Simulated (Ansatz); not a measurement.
Free-standing chains of the atoms of InP, named by their start (strip: triangular double chain, ladder: square double chain); atoms and period are relaxed, and energies count from relaxed bulk InP (F-43m, 25.39 Å³/atom, gap on the mesh 0.57 eV).

These are results of DFT PBEsol, scalar-relativistic, plane waves, PAW in Ansatz, not measurements.

Cutoff 420 eV, Gaussian smearing of 0.05 eV, energies at zero smearing, symmetry of each start kept, collinear spin where a moment is listed.

| start | atoms | k mesh | excess energy (eV per host atom) | period (Å) | gap on the mesh (eV) | highest filled level or Fermi level under vacuum (eV) | size of the moment (μB per cell) |
| --- | --- | --- | --- | --- | --- | --- | --- |
| linear chain | 2 | 1×1×14 | 1.593 | 4.712 | 0 | 5.10 | 0.43 |
| dimerised chain | 2 | 1×1×14 | 1.593 | 4.711 | 0 | 5.10 | 0.43 |
| zigzag chain | 2 | 1×1×16 | 1.300 | 4.270 | 0.41 | - | 0.00 |
| ladder chain | 4 | 1×1×14 | 0.998 | 4.856 | 0.10 | - | 0.00 |
| strip chain | 2 | 1×1×26 | 1.299 | 2.643 | 0 | 4.25 | 0.00 |

Gaps under about 0.2 eV rest on few k points and may close between them. Each run keeps its start's symmetry and one magnetic start, so lower states can exist. Rows stand on unlike meshes and boxes, so starts that end alike can differ by a few hundredths of an eV per atom.

Cost: 5 runs of about 23 core-minutes in all, on Intel Xeon Processor @ 2.50GHz (Skylake/Cascade Lake) (shared hosts).